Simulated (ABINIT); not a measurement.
Crystal: WS2.

```
W S
1.0
     1.57900    0.91164    6.16333
    -1.57900    0.91164    6.16333
     0.00000   -1.82327    6.16333
W S
1 2
Direct
  0.00000 0.00000 0.00000
  0.58100 0.58100 0.58100
  0.75030 0.75030 0.75030
```

Measurements of this composition are mostly on another form, of space group No. 194.

Base run:

```yaml
Program: ABINIT 10.8.3 (patched build)
Functional: LDA
Potentials_or_basis: JTH PAW LDA v2.0
Cutoff: 435 eV
k_mesh: 8 × 8 × 8
Occupations: fermi-dirac, width 0.05 eV
Spin: no spin polarisation
```

Its results: band gap on the k mesh 1.10 eV, indirect (least direct gap 2.29 eV); pressure -4.0 GPa; largest force 0.584 eV/Å.

The run is repeated on the same cell with these changes: functional from LDA to PBEsol; potentials or basis from JTH PAW LDA v2.0 to PseudoDojo NC SR PBEsol v0.4.1 standard; cutoff from 435 eV to 844 eV. What comes out?

Band gap on the k mesh 1.12 eV, indirect (least direct gap 2.29 eV); pressure -0.7 GPa; largest force 0.599 eV/Å.

Caveats: spin-orbit coupling is left out, which moves the levels of the heavy elements; the cutoff is short for stress, so the pressure is rough (some runs).

A k mesh can miss the band edges.
